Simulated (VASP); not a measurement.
CuO, 2 atoms in the cell. The structure is hexagonal, space group P-6m2 (No. 187). The conventional cell has a = 2.836 Å, b = 2.836 Å, c = 2.768 Å, α = 90.00°, β = 90.00°, γ = 120.00°. Cu (site symmetry -6m2) is surrounded by 6 O at 2.14 Å. O (site symmetry -6m2) has 6 Cu at 2.14 Å as nearest neighbours. Measurements of this composition are mostly on another form, of space group No. 15.

```yaml
Program: VASP 6.6.1
Task: relaxation of cell and atoms
Functional: PBE
Potentials_or_basis: VASP PAW PBE potentials, release 64 (Cu, O_s)
Cutoff: 480 eV
k_mesh: 11 × 11 × 10
Occupations: fermi-dirac, width 0.05 eV
Spin: no spin polarisation
Further_INCAR_settings: ALGO = Normal; EDIFF = 1e-07; IBRION = 2; EDIFFG = -0.02; NSW = 60; ISIF = 3
```

Potentials or basis: VASP PAW PBE potentials, release 64 (Cu, O_s).

The run is started by

```bash
$ cat potpaw_PBE.64/Cu/POTCAR potpaw_PBE.64/O_s/POTCAR > POTCAR
$ mpirun -np 1 vasp_std > vasp.out
```

Hardware: 1 thread of Intel(R) Xeon(R) 6975P-C (Granite Rapids) (shared host).

Problem. How long does it take, and how much memory?

Solution. Run time: 25 s on 1 thread of Intel(R) Xeon(R) 6975P-C (Granite Rapids) (shared host), peak memory 0.14 GiB. Counts: scf iterations 48, k points 96, ion steps 5.
